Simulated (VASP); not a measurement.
# VASP inputs for Si (strained diamond)

INCAR

```
IBRION = -1
NBANDS = 11
NSW = 0
LWAVE = .FALSE.
ISIF = 2
LCHARG = .TRUE.
LELF = .TRUE.
ENCUT = 520
LREAL = .FALSE.
ISMEAR = -1
SIGMA = 0.02
LASPH = .TRUE.
EDIFF = 1E-7
GGA = PE
NELM = 120
PREC = Accurate
```

KPOINTS

```
KPOINTS created by Atomic Simulation Environment
0
Gamma
8 8 8
0 0 0
```

KPOINTS_OPT

```
special points
7
Reciprocal
0.0000000000 0.0000000000 0.0000000000 1
0.5000000000 0.0000000000 0.5000000000 1
0.6250000000 0.2500000000 0.6250000000 1
0.3750000000 0.3750000000 0.7500000000 1
0.5000000000 0.5000000000 0.5000000000 1
0.5000000000 0.2500000000 0.7500000000 1
0.0000000000 0.4140620000 0.4140620000 1
```

POSCAR

```
Si
 1.0000000000000000
     0.0000000000000000    2.8037824625000001    2.8037824625000001
     2.8037824625000001    0.0000000000000000    2.8037824625000001
     2.8037824625000001    2.8037824625000001    0.0000000000000000
 Si
   2
Cartesian
  0.0000000000000000  0.0000000000000000  0.0000000000000000
  1.4018912312500000  1.4018912312500000  1.4018912312500000
```

VASP ran with the recommended PBE PAW datasets (8 valence electrons in the cell).

Q: Estimate the main results of this run.

A: gap between bands v and c 0.73 eV; least direct gap 2.30 eV; pressure -5.7 GPa.

Band v is the last that the valence electrons fill when counted band by band, and c is the next. Levels in eV from the top of v:

```csv
point,v−1,v,c,c+1
Γ,0.00,0.00,2.30,2.52
X,-2.60,-2.60,0.88,0.88
K,-3.87,-2.21,1.32,4.04
L,-1.11,-1.11,1.20,3.37
W,-3.46,-3.46,4.27,4.27
```
